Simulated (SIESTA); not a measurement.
Crystal: CoO.

```
CELL_PARAMETERS angstrom
1.50547 0.86918 2.43993
-1.50547 0.86918 2.43993
0.00000 -1.73837 2.43993
ATOMIC_POSITIONS crystal
Co 0.00000 0.00000 0.00000
O 0.50000 0.50000 0.50000
```

The cell is a database's computed one.

Alike in all runs: program SIESTA 5.4.2; functional PBEsol; potentials or basis PseudoDojo 0.4 standard (PBEsol files); basis DZP (energy shift 0.003 Ry; two zetas on semicore shells); grid cutoff 800 Ry; energy shift 0.003 Ry; k mesh 11 × 11 × 11; occupations fermi-dirac, width 0.05 eV.

Starts and where they ended:

```tsv
start	free energy over the lowest (meV/atom)	net moment (μB)	site or absolute moments (μB)	gap
collinear spin, zero start	264.6	0.00	-	none (metal or under the smearing width)
collinear spin, fm_larger start of up to 3.5 μB	0.0	2.96	Co +2.59; O +0.37	none (metal or under the smearing width)
collinear spin, ferromagnetic start of up to 2 μB	0.0	2.96	Co +2.59; O +0.37	none (metal or under the smearing width)
```

The spin-polarised runs without a constraint all converged, yet they end up to 265 meV/atom apart: a converged run can sit in a state that isn't the lowest. A still lower state may exist.

Caveats: the basis of atomic orbitals isn't converged, which shifts pressures, moduli and gaps; semilocal functionals often make such compounds metallic where correlation or magnetic order opens a gap, which also shifts bond lengths; a cell with one magnetic atom can't hold antiferromagnetic order, which such compounds often take (some runs).
